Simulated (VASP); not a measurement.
# TlBr (Pm-3m) in VASP: further runs

The runs below take TlBr through single point, relaxation of cell and atoms, with PBEsol.

Everything below comes from runs of VASP 6.6.1. Logs are shortened: lines on timing, memory, paths and dates and some standing lists are left out, and cuts for length are marked.

**1. The crystal as given**

Symmetry: Pm-3m, No. 221, cubic system. The conventional cell has a = 3.912 Å, b = 3.912 Å, c = 3.912 Å, α = 90.00°, β = 90.00°, γ = 90.00°. Around Tl (site symmetry m-3m) lie 8 Br at 3.39 Å. Br (site symmetry m-3m) has 8 Tl at 3.39 Å as nearest neighbours.

**2. Single point, PBEsol**

The input, INCAR:

```
  ALGO = Normal
  EDIFF = 1E-6
  ENCUT = 520
  GGA = PS
  ISIF = 2
  ISMEAR = 0
  LASPH = T
  LCHARG = F
  LREAL = F
  LWAVE = F
  NBANDS = 17
  NELM = 100
  PREC = Accurate
  SIGMA = 0.02
```

The input, KPOINTS:

```
k-points
0
Gamma
  8 8 8
```

The input, POSCAR:

```
TlBr
1.0
    3.9122952211      0.0000000000      0.0000000000
    0.0000000000      3.9122952211      0.0000000000
    0.0000000000      0.0000000000      3.9122952211
Tl Br
1 1
Direct
    0.0000000000      0.0000000000      0.0000000000
    0.5000000000      0.5000000000      0.5000000000
```

Potentials or basis: VASP PAW PBE potentials, release 64 (Tl_d, Br).

The run is started by

```console
$ cat potpaw_PBE.64/Tl_d/POTCAR potpaw_PBE.64/Br/POTCAR > POTCAR
$ mpirun -np 1 vasp_std > vasp.out
```

OUTCAR:

```text
EDIFF = 1E-6
   ENCUT = 520
   GGA = PS
   ISIF = 2
   ISMEAR = 0
   LASPH = T
   LREAL = F
   NELM = 100
   PREC = Accurate

 ion  position               nearest neighbor table
   1  0.000  0.000  0.000-   2 3.39   2 3.39   2 3.39   2 3.39   2 3.39   2 3.39   2 3.39   2 3.39

   2  0.500  0.500  0.500-   1 3.39   1 3.39   1 3.39   1 3.39   1 3.39   1 3.39   1 3.39   1 3.39

  LATTYP: Found a simple cubic cell.
 ALAT       =     3.9122952211

  Lattice vectors:

 A1 = (   3.9122952211,   0.0000000000,   0.0000000000)
 A2 = (   0.0000000000,   3.9122952211,   0.0000000000)
 A3 = (   0.0000000000,   0.0000000000,   3.9122952211)

Analysis of symmetry for initial positions (statically):
=====================================================================
 Subroutine PRICEL returns:
 Original cell was already a primitive cell.

 Routine SETGRP: Setting up the symmetry group for a
 simple cubic supercell.

 Subroutine GETGRP returns: Found 48 space group operations
 (whereof 48 operations were pure point group operations)
 out of a pool of 48 trial point group operations.

The static configuration has the point symmetry O_h .

Analysis of symmetry for dynamics (positions and initial velocities):
=====================================================================
 Subroutine PRICEL returns:
 Original cell was already a primitive cell.

 Routine SETGRP: Setting up the symmetry group for a
 simple cubic supercell.

 Subroutine GETGRP returns: Found 48 space group operations
 (whereof 48 operations were pure point group operations)
 out of a pool of 48 trial point group operations.

The dynamic configuration has the point symmetry O_h .

 Subroutine INISYM returns: Found 48 space group operations
 (whereof 48 operations are pure point group operations),
 and found     1 'primitive' translations

----------------------------------------------------------------------------------------

                                     Primitive cell

  volume of cell :      59.8818

  direct lattice vectors                    reciprocal lattice vectors
     3.912295221  0.000000000  0.000000000     0.255604433  0.000000000  0.000000000
     0.000000000  3.912295221  0.000000000     0.000000000  0.255604433  0.000000000
     0.000000000  0.000000000  3.912295221     0.000000000  0.000000000  0.255604433

  length of vectors
     3.912295221  3.912295221  3.912295221     0.255604433  0.255604433  0.255604433

  position of ions in fractional coordinates (direct lattice)
     0.000000000  0.000000000  0.000000000
     0.500000000  0.500000000  0.500000000

  ion indices of the primitive-cell ions
   primitive index   ion index
                 1           1
                 2           2

----------------------------------------------------------------------------------------

 KPOINTS: k-points

Automatic generation of k-mesh.
 Grid dimensions read from file:
 generate k-points for:    8    8    8

 Generating k-lattice:

  Cartesian coordinates                     Fractional coordinates (reciprocal lattice)
     0.031950554  0.000000000  0.000000000     0.125000000  0.000000000  0.000000000
     0.000000000  0.031950554  0.000000000     0.000000000  0.125000000  0.000000000
     0.000000000  0.000000000  0.031950554     0.000000000  0.000000000  0.125000000

  Length of vectors
     0.031950554  0.031950554  0.031950554

  Shift w.r.t. Gamma in fractional coordinates (k-lattice)
     0.000000000  0.000000000  0.000000000

 Subroutine IBZKPT returns following result:
 ===========================================

 Found     35 irreducible k-points:

 Following reciprocal coordinates:
            Coordinates               Weight
  0.000000  0.000000  0.000000      1.000000
  0.125000  0.000000  0.000000      6.000000
  0.250000  0.000000  0.000000      6.000000
  0.375000  0.000000  0.000000      6.000000
  0.500000  0.000000  0.000000      3.000000
  0.125000  0.125000  0.000000     12.000000
[... 16 lines left out ...]
  0.375000  0.375000  0.125000     24.000000
  0.500000  0.375000  0.125000     24.000000
 [... further k-points ...]
   k-points           NKPTS =     35   k-points in BZ     NKDIM =     35   number of bands    NBANDS=     17
   number of dos      NEDOS =    301   number of ions     NIONS =      2
   total plane-waves  NPLWV =  27000
   dimension x,y,z NGX =    30 NGY =   30 NGZ =   30
   dimension x,y,z NGXF=    60 NGYF=   60 NGZF=   60
   ions per type =               1   1
   NGX,Y,Z   is equivalent  to a cutoff of  12.75, 12.75, 12.75 a.u.
   NGXF,Y,Z  is equivalent  to a cutoff of  25.50, 25.50, 25.50 a.u.
 SYSTEM =  unknown system
   PREC   = accura    normal or accurate (medium, high low for compatibility)
   ISTART =      0    job   : 0-new  1-cont  2-samecut
   ICHARG =      2    charge: 1-file 2-atom 10-const
   ISPIN  =      1    spin polarized calculation?
   LNONCOLLINEAR =      F non collinear calculations
   LSORBIT =      F    spin-orbit coupling
   LASPH  =      T    aspherical Exc in radial PAW
   ENCUT  =  520.0 eV  38.22 Ry    6.18 a.u.   7.27  7.27  7.27*2*pi/ulx,y,z
   NELM   =    100;   NELMIN=  2; NELMDL= -5     # of ELM steps
   EDIFF  = 0.1E-05   stopping-criterion for ELM
   LREAL  =      F    real-space projection
   EDIFFG = 0.1E-04   stopping-criterion for IOM
   NSW    =      0    number of steps for IOM
   IBRION =     -1    ionic relax: 0-MD 1-quasi-New 2-CG
   NFREE  =      0    steps in history (QN), initial steepest desc. (CG)
   ISIF   =      2    stress and relaxation
   ISYM   =      2    0-nonsym 1-usesym 2-fastsym
   POTIM  = 0.5000    time-step for ionic-motion
   TEBEG  =    0.0;   TEEND  =   0.0 temperature during run
   PSTRESS=    0.0 pullay stress
   NELECT =      20.0000    total number of electrons
   NUPDOWN=      -1.0000    fix difference up-down
   EMIN   =  10.00;   EMAX   =-10.00  energy-range for DOS
   EFERMI =   0.00;   METHOD = LEGACY
   ISMEAR =     0;   SIGMA  =   0.02  broadening in eV -4-tet -1-fermi 0-gaus
   EFERMI_NEDOS =   21; number of points for ismear=-14 and -15
   IALGO  =     38    algorithm
   IMIX   =      4    mixing-type and parameters
     AMIX     =   0.40;   BMIX     =  1.00
     AMIX_MAG =   1.60;   BMIX_MAG =  1.00
  volume/ion in A,a.u.               =      29.94       202.05
[... 21 lines left out ...]
  ext. energy  EPLUGINS =         0.00000000
  ---------------------------------------------------
  free energy    TOTEN  =        -6.03158387 eV

  energy without entropy =       -6.03158387  energy(sigma->0) =       -6.03158387

 E-fermi :   2.9167     XC(G=0):  -9.4290

 val. band max:        2.8251679830   @ k =   0.5000   0.0000   0.0000
 cond. band min:       4.4121409320   @ k =   0.5000   0.0000   0.0000
 fundamental gap:      1.5869729490
 Fermi energy:         2.9166532100

 k-point     1 :       0.0000    0.0000    0.0000
  band No.  band energies     occupation
      1     -11.2558      2.00000
      2      -7.3558      2.00000
      3      -7.3558      2.00000
      4      -7.1475      2.00000
      5      -7.1475      2.00000
      6      -7.1475      2.00000
[... 9 lines left out ...]
     16      14.3130      0.00000
     17      16.2931      0.00000

 k-point     2 :       0.1250    0.0000    0.0000
  band No.  band energies     occupation
      1     -11.2166      2.00000
      2      -7.3539      2.00000
      3      -7.3332      2.00000
      4      -7.1588      2.00000
      5      -7.1588      2.00000
      6      -7.1465      2.00000
[... 9 lines left out ...]
     16      15.2177      0.00000
     17      15.9990      0.00000

 k-point     3 :       0.2500    0.0000    0.0000
  band No.  band energies     occupation
      1     -11.1186      2.00000
      2      -7.3492      2.00000
      3      -7.2798      2.00000
      4      -7.1856      2.00000
      5      -7.1856      2.00000
      6      -7.1442      2.00000
[... 9 lines left out ...]
     16      14.7785      0.00000
     17      16.0655      0.00000

 k-point     4 :       0.3750    0.0000    0.0000
  band No.  band energies     occupation
      1     -11.0150      2.00000
      2      -7.3444      2.00000
      3      -7.2295      2.00000
      4      -7.2120      2.00000
      5      -7.2120      2.00000
      6      -7.1418      2.00000
[... 9 lines left out ...]
     16      14.3723      0.00000
     17      16.3195      0.00000

 k-point     5 :       0.5000    0.0000    0.0000
  band No.  band energies     occupation
      1     -10.9703      2.00000
      2      -7.3425      2.00000
      3      -7.2228      2.00000
      4      -7.2228      2.00000
      5      -7.2098      2.00000
      6      -7.1408      2.00000
[... 9 lines left out ...]
     16      16.2192      0.00000
     17      16.3241      0.00000

 k-point     6 :       0.1250    0.1250    0.0000
  band No.  band energies     occupation
      1     -11.1800      2.00000
      2      -7.3419      2.00000
      3      -7.3200      2.00000
      4      -7.1676      2.00000
      5      -7.1596      2.00000
      6      -7.1553      2.00000
[... 9 lines left out ...]
     16      14.6226      0.00000
     17      15.2171      0.00000

 k-point     7 :       0.2500    0.1250    0.0000
  band No.  band energies     occupation
      1     -11.0886      2.00000
      2      -7.3335      2.00000
      3      -7.2688      2.00000
      4      -7.1878      2.00000
      5      -7.1837      2.00000
      6      -7.1539      2.00000
[... 9 lines left out ...]
     16      14.3385      0.00000
     17      14.8852      0.00000

 k-point     8 :       0.3750    0.1250    0.0000
  band No.  band energies     occupation
      1     -10.9925      2.00000
      2      -7.3281      2.00000
      3      -7.2180      2.00000
      4      -7.2091      2.00000
      5      -7.2057      2.00000
      6      -7.1509      2.00000
[... 9 lines left out ...]
     16      14.7081      0.00000
     17      15.0836      0.00000
[... 203 lines left out ...]
      1     -10.9305      2.00000
      2      -7.3065      2.00000
      3      -7.2363      2.00000
      4      -7.1922      2.00000
      5      -7.1869      2.00000
      6      -7.1590      2.00000
[... 9 lines left out ...]
     16      14.5073      0.00000
     17      14.6605      0.00000

 k-point    20 :       0.2500    0.2500    0.1250
  band No.  band energies     occupation
      1     -10.9868      2.00000
      2      -7.2851      2.00000
      3      -7.2269      2.00000
      4      -7.2079      2.00000
      5      -7.1873      2.00000
      6      -7.1680      2.00000
[... 9 lines left out ...]
     16      14.4947      0.00000
     17      15.2433      0.00000

 k-point    21 :       0.3750    0.2500    0.1250
  band No.  band energies     occupation
      1     -10.9118      2.00000
      2      -7.2742      2.00000
      3      -7.2295      2.00000
      4      -7.1926      2.00000
      5      -7.1710      2.00000
      6      -7.1693      2.00000
[... 9 lines left out ...]
     16      14.0670      0.00000
     17      15.2095      0.00000

 k-point    22 :       0.5000    0.2500    0.1250
  band No.  band energies     occupation
      1     -10.8800      2.00000
      2      -7.2704      2.00000
      3      -7.2406      2.00000
      4      -7.1856      2.00000
      5      -7.1738      2.00000
      6      -7.1498      2.00000
[... 9 lines left out ...]
     16      13.6682      0.00000
     17      15.9237      0.00000

 k-point    23 :       0.3750    0.3750    0.1250
  band No.  band energies     occupation
      1     -10.8532      2.00000
      2      -7.2547      2.00000
      3      -7.2251      2.00000
      4      -7.2100      2.00000
      5      -7.1664      2.00000
      6      -7.1249      2.00000
[... 9 lines left out ...]
     16      13.6816      0.00000
     17      15.2283      0.00000

 k-point    24 :       0.5000    0.3750    0.1250
  band No.  band energies     occupation
      1     -10.8284      2.00000
      2      -7.2484      2.00000
      3      -7.2291      2.00000
      4      -7.2087      2.00000
      5      -7.1686      2.00000
      6      -7.1028      2.00000
[... 9 lines left out ...]
     16      13.6690      0.00000
     17      15.6295      0.00000

 [... further k-points ...]
[... 5 lines left out ...]
  --------------------------------------------------------------------------------------
  -------------------------------------------------------------------------------------
  Total        0.0058860      0.0058860      0.0058860      0.0000000     -0.0000000      0.0000000
  in kB        0.1574837      0.1574837      0.1574837      0.0000000     -0.0000000      0.0000000
  external PRESSURE =       0.1574837 kB  Pullay stress =       0.0000000 kB

 VOLUME and BASIS-vectors are now :
 -----------------------------------------------------------------------------
  energy-cutoff  :      520.00
  volume of cell :       59.88
      direct lattice vectors                 reciprocal lattice vectors
     3.912295221  0.000000000  0.000000000     0.255604433  0.000000000  0.000000000
     0.000000000  3.912295221  0.000000000     0.000000000  0.255604433  0.000000000
     0.000000000  0.000000000  3.912295221     0.000000000  0.000000000  0.255604433

 POSITION                                       TOTAL-FORCE (eV/Angst)
 -----------------------------------------------------------------------------------
      0.00000      0.00000      0.00000         0.000000      0.000000      0.000000
      1.95615      1.95615      1.95615         0.000000      0.000000      0.000000
 -----------------------------------------------------------------------------------
    total drift:                                0.000000     -0.000000     -0.000000

  FREE ENERGIE OF THE ION-ELECTRON SYSTEM (eV)
  ---------------------------------------------------
  free  energy   TOTEN  =        -6.0315838656 eV

  energy  without entropy=       -6.0315838656  energy(sigma->0) =       -6.03158387
```

Wall time 20 s (1 thread of Intel Xeon Platinum 8488C (Sapphire Rapids), shared host); peak memory 0.18 GiB.

Results:

- Free energy: -6.0316 eV
- Pressure: 0.0 GPa
- Band gap on the k mesh: 1.59 eV, direct

Caveat: the PAW data sets were made with another functional, which shifts forces and pressure a little; spin-orbit coupling is left out, which as a rule narrows the gap of such compounds by several tenths of an eV. A k mesh can miss the band edges.

**3. Relaxation of cell and atoms, PBEsol**

This run uses another cell than the first one, of 31.29 Å³/atom, 1.045 times its volume.

The input, INCAR:

```
PREC = Accurate ; ENCUT = 600
EDIFF = 1E-7 ; ISMEAR = 0
SIGMA = 0.02 ; LREAL = F
LASPH = T ; NELM = 100
ALGO = Fast ; ISIF = 3
LWAVE = F ; LCHARG = F
GGA = PS ; IBRION = 2
NSW = 100 ; EDIFFG = -0.005
```

The input, KPOINTS:

```
regular mesh
0
Gamma
  8 8 8
```

The input, POSCAR:

```
TlBr
1.0
    3.9700000000      0.0000000000      0.0000000000
    0.0000000000      3.9700000000      0.0000000000
    0.0000000000      0.0000000000      3.9700000000
Tl Br
1 1
Direct
    0.0000000000      0.0000000000      0.0000000000
    0.5000000000      0.5000000000      0.5000000000
```

Potentials or basis: VASP PAW PBE potentials, release 64 (Tl_d, Br).

The run is started by

```console
$ cat potpaw_PBE.64/Tl_d/POTCAR potpaw_PBE.64/Br/POTCAR > POTCAR
$ mpirun -np 1 vasp_std > vasp.out
```

Run time: 40 s. Hardware: 1 thread of Intel Xeon Platinum 8488C (Sapphire Rapids), shared host; peak memory 0.21 GiB.

The run converged. Its results:

```yaml
Free_energy: -6.0320 eV
Relaxed_volume: 30.00 Å³/atom
Relaxed_cell: a = 3.915 Å, b = 3.915 Å, c = 3.915 Å, α = 90.00°, β = 90.00°, γ = 90.00°
Space_group_after_relaxing_to_0.05_Å: Pm-3m (No. 221)
Energy_gained_by_relaxing: 4.3 meV/atom
Ionic_steps: 3
Pressure_after_relaxing: 0.0 GPa
Band_gap_on_the_k_mesh: 1.59 eV, direct
```

Step by step:
```
step  energy change (eV)  largest force (eV/Å)  pressure (GPa)  volume (Å³)
   1              0.0000                0.0000           -1.02        62.57
   2             -0.0077                0.0000           -0.34        60.79
   3             -0.0085                0.0000            0.00        60.01
```

Final structure:
```cif
data_structure
_symmetry_space_group_name_H-M 'P 1'
_symmetry_Int_Tables_number 1
_cell_length_a 3.9150
_cell_length_b 3.9150
_cell_length_c 3.9150
_cell_angle_alpha 90.000
_cell_angle_beta 90.000
_cell_angle_gamma 90.000
_cell_volume 60.01
loop_
_atom_site_label
_atom_site_type_symbol
_atom_site_fract_x
_atom_site_fract_y
_atom_site_fract_z
_atom_site_occupancy
Tl1 Tl 0.00000 0.00000 0.00000 1
Br1 Br 0.50000 0.50000 0.50000 1
```

Levels at points of the mesh, in eV from the valence-band top:
| k point | band 8 | band 9 | band 10 | band 11 | band 12 | band 13 |
| --- | --- | --- | --- | --- | --- | --- |
| (0.00, 0.00, 0.00) | -1.54 | -1.54 | -1.54 | 6.72 | 6.72 | 7.33 |
| (0.50, 0.00, 0.00) | -0.97 | -0.97 | 0.00 | 1.59 | 5.66 | 5.66 |
| (0.50, 0.50, 0.00) | -3.34 | -3.34 | -0.89 | 4.84 | 4.84 | 7.48 |
| (0.50, 0.50, 0.50) | -2.20 | -2.20 | -2.20 | 1.81 | 1.81 | 1.81 |

Caveat: the PAW data sets were made with another functional, which shifts forces and pressure a little; spin-orbit coupling is left out, which as a rule narrows the gap of such compounds by several tenths of an eV.

**4. Single point, PBEsol**

This run uses another cell than the first one, of 31.29 Å³/atom, 1.045 times its volume.

The input, INCAR:

```
SYSTEM = TlBr
PREC     = Accurate       ! precision mode
ENCUT    = 520            ! plane-wave cutoff, eV
EDIFF    = 1E-6           ! SCF threshold, eV
ISMEAR   = 0              ! smearing method
SIGMA    = 0.1            ! smearing width, eV
LREAL    = .False.        ! projectors in reciprocal space
LASPH    = .True.         ! aspherical terms in the spheres
NELM     = 100            ! most SCF steps
ALGO     = Normal         ! electronic algorithm
ISIF     = 2              ! what is computed and relaxed
LWAVE    = .False.        ! write WAVECAR
LCHARG   = .False.        ! write CHGCAR
GGA      = PS             ! functional
NBANDS   = 17             ! bands
```

The input, KPOINTS:

```
regular mesh
0
Gamma
  4 4 4
  0 0 0
```

POSCAR is that of step 3.

The run is started by

```console
$ cat potpaw_PBE.64/Tl_d/POTCAR potpaw_PBE.64/Br/POTCAR > POTCAR
$ mpirun -np 1 vasp_std > vasp.out
```

Wall time 7.8 s (1 thread of Intel Xeon Platinum 8488C (Sapphire Rapids), shared host); peak memory 0.16 GiB.

It converged, with:

| Item | Value |
| --- | --- |
| Free energy | -6.0093 eV |
| Pressure | -0.9 GPa |
| Band gap on the k mesh | 1.70 eV, direct |

Levels at points of the mesh, in eV from the valence-band top:
```
           k point  band 7  band 8  band 9  band 10  band 11  band 12  band 13  band 14
(0.00, 0.00, 0.00)   -4.74   -1.34   -1.34    -1.34     6.84     6.84     7.19     7.19
(0.50, 0.00, 0.00)   -5.65   -0.82   -0.82     0.00     1.70     5.68     5.68     7.84
(0.50, 0.50, 0.00)   -3.82   -3.03   -3.03    -0.73     4.80     4.80     7.35     7.54
(0.50, 0.50, 0.50)   -2.79   -1.97   -1.97    -1.97     1.99     1.99     1.99    12.71
```

Caveat: the PAW data sets were made with another functional, which shifts forces and pressure a little; spin-orbit coupling is left out, which as a rule narrows the gap of such compounds by several tenths of an eV.

**5. The runs side by side**

| task | cell | k mesh | cutoff (eV) | smearing | gap on the mesh (eV) | pressure (GPa) |
| --- | --- | --- | --- | --- | --- | --- |
| single point | Pm-3m, 29.94 Å³/atom | 8 × 8 × 8 | 520 | gaussian 0.02 eV | 1.59 | 0.0 |
| relaxation of cell and atoms | relaxed | 8 × 8 × 8 | 600 | gaussian 0.02 eV | 1.59 | 0.0 |
| single point | Pm-3m, 31.29 Å³/atom | 4 × 4 × 4 | 520 | gaussian 0.1 eV | 1.70 | -0.9 |

Alike in all rows: level PBEsol; potentials or basis VASP PAW PBE potentials, release 64 (Tl_d, Br); no spin polarisation.

Caveats: the PAW data sets were made with another functional, which shifts forces and pressure a little; spin-orbit coupling is left out, which as a rule narrows the gap of such compounds by several tenths of an eV.

Total energies depend on the potentials used, so only differences within one code and one set of settings carry meaning.
